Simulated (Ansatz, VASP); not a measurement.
**Ge in VASP and in Ansatz**

Contents of INCAR:

```
SYSTEM = Ge
ALGO = Normal
EDIFF = 1E-6
EDIFFG = -0.01
ENCUT = 600
GGA = PE
IBRION = 2
ISIF = 3
ISMEAR = 0
LASPH = .TRUE.
LCHARG = .FALSE.
LREAL = .FALSE.
LWAVE = .FALSE.
NELM = 100
NSW = 100
PREC = Accurate
SIGMA = 0.1
```

The input KPOINTS:

```
k-points
0
G
  24 24 20
  0 0 0
```

File POSCAR:

```
Ge
1.0
    2.8656886182      0.0000000000      0.0000000000
   -1.4328443091      2.4817591427      0.0000000000
    0.0000000000      0.0000000000      2.6698372091
Ge
1
Direct
    0.0000000000      0.0000000000      0.5000000000
```

Input for Ansatz:

```yaml
crystal:
  lattice:
    - [2.8656886182, 0.0, 0.0]
    - [-1.4328443091, 2.4817591427, 0.0]
    - [0.0, 0.0, 2.6698372091]
  atoms:
    - { symbol: Ge, position: [0.0, 0.0, 0.5] }
basis:
  ecutwfc: 420
kpoints:
  mp_grid: { grid: [24, 24, 20] }
hamiltonian:
  xc: pbe
scf:
  occupations: { method: gaussian, width: 0.1 }
output:
  forces: true
  stress: true
  eigenvalues: true
  write_density: true
  write_potential: true
  elf: true
  volumetric_format: npy
relax:
  adjacent_minimum: "off"
  f_tol: 0.01
  max_steps: 80
  cell: { stress_tol: 0.05 }
```

Alike in both runs: task relaxation of cell and atoms; functional PBE; k mesh 24 × 24 × 20; occupations gaussian, width 0.1 eV; no spin polarisation.

```csv
,VASP,Ansatz
version,VASP 6.6.1,Ansatz 0.2.0
potentials or method,"VASP PAW PBE potentials, release 64 (Ge_d)","scalar-relativistic, plane waves, PAW"
plane-wave cutoff (eV),600,420
valence electrons in the cell,14,14
```

|  | VASP | Ansatz | Ansatz less VASP |
| --- | --- | --- | --- |
| gap on the k mesh at the Fermi level, each at its own relaxed structure (eV) | none | none | - |
| relaxed volume (Å³/atom) | 19.36 | 19.33 | -0.030 |
| relaxed cell length with the largest relative difference (Å) | 2.696 | 2.693 | -0.0024 |
| energy change over the relaxation (meV/atom) | -2 | -1 | +0.1 |

A gap of «none» marks a metal or a gap that the smearing closes.
